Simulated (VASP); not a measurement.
**BaTiO3: relaxation of cell and atoms with r2SCAN**

The system is BaTiO3.

```xyz
5
Lattice="3.9998 0.0000 0.0000 0.0000 3.9998 0.0000 0.0000 0.0000 4.0180" Properties=species:S:1:pos:R:3 pbc="T T T"
Ba    0.0000    0.0000    0.0000
Ti    1.9999    1.9999    1.9688
O     1.9999    1.9999    0.0763
O     1.9999    0.0000    2.0773
O     0.0000    1.9999    2.0773
```

```yaml
Program: VASP 6.6.1
Task: relaxation of cell and atoms
Functional: r2SCAN
Potentials_or_basis: VASP PAW PBE potentials, release 64 (Ba_sv, Ti_sv, O)
Cutoff: 600 eV
k_mesh: 8 × 8 × 8
Occupations: gaussian, width 0.03 eV
Spin: no spin polarisation
Further_INCAR_settings: ALGO = Normal; EDIFF = 1e-06; IBRION = 2; EDIFFG = -0.01; NSW = 90; ISIF = 3
```

The relaxed volume is 13.08 Å³/atom. The relaxed cell is a = 3.987 Å, b = 3.987 Å, c = 4.115 Å, α = 90.00°, β = 90.00°, γ = 90.00°. The space group after relaxing (to 0.05 Å) is P4mm (No. 99) and the energy gained by relaxing is 3.6 meV/atom. The ionic steps are 14. The pressure after relaxing is 0.0 GPa and the band gap on the k mesh is 2.18 eV, indirect (least direct gap 2.66 eV).

Forces in eV/Å, atoms in the order of the input:
```
Ba   0.000  0.000  0.003
Ti   0.000  0.000  0.000
O    0.000  0.000  0.002
O    0.000  0.000 -0.003
O    0.000  0.000 -0.003
```

The path:
| step | energy change (eV) | largest force (eV/Å) | pressure (GPa) | volume (Å³) |
| --- | --- | --- | --- | --- |
| 1 | 0.0000 | 0.3061 | 0.98 | 64.28 |
| 2 | -0.0077 | 0.2206 | -0.66 | 65.01 |
| 3 | -0.0080 | 0.2031 | -1.04 | 65.18 |
| 4 | -0.0126 | 0.1118 | 0.05 | 64.97 |
| 5 | -0.0127 | 0.0963 | 0.23 | 64.93 |
| 6 | -0.0145 | 0.0767 | 0.21 | 65.02 |
| 7 | -0.0164 | 0.0971 | 0.19 | 65.19 |
| 8 | -0.0165 | 0.1094 | 0.21 | 65.24 |
| 9 | -0.0174 | 0.0721 | -0.30 | 65.49 |
| 10 | -0.0174 | 0.0648 | -0.36 | 65.54 |
| 11 | -0.0178 | 0.0570 | 0.19 | 65.38 |
| 12 | -0.0178 | 0.0494 | 0.08 | 65.41 |
| 13 | -0.0179 | 0.0173 | 0.00 | 65.42 |
| 14 | -0.0179 | 0.0029 | 0.01 | 65.42 |

Final structure:
```xyz
5
Lattice="3.9873 0.0000 0.0000 0.0000 3.9873 0.0000 0.0000 0.0000 4.1150" Properties=species:S:1:pos:R:3 pbc="T T T"
Ba    0.0000    0.0000    4.1033
Ti    1.9936    1.9936    1.9719
O     1.9936    1.9936    0.1362
O     1.9936    0.0000    2.1265
O     0.0000    1.9936    2.1265
```

Levels at points of the mesh, in eV from the valence-band top:
```csv
k point,band 18,band 19,band 20,band 21,band 22,band 23
"(0.00, 0.00, 0.00)",-0.68,-0.48,-0.48,2.18,2.61,2.61
"(0.50, 0.00, 0.00)",-1.71,-1.35,-1.17,2.71,3.85,3.92
"(0.50, 0.50, 0.00)",-1.11,-1.11,-0.07,3.95,3.95,4.33
"(0.00, 0.00, 0.50)",-1.99,-0.76,-0.76,2.31,3.84,3.84
"(0.50, 0.00, 0.50)",-1.09,-1.03,-0.39,3.85,3.88,4.21
"(0.50, 0.50, 0.50)",-0.31,-0.31,0.00,4.44,4.44,4.52
```

Run time: 9.9 min on 2 MPI ranks on Intel(R) Xeon(R) 6975P-C (Granite Rapids) (shared host), peak memory 0.31 GiB a rank.

Caveat: the PAW data sets were made with another functional, which shifts forces and pressure a little; spin-orbit coupling is left out, which moves the levels of the heavy elements. r2SCAN opens gaps a little over a GGA but as a rule still falls short of measured ones.
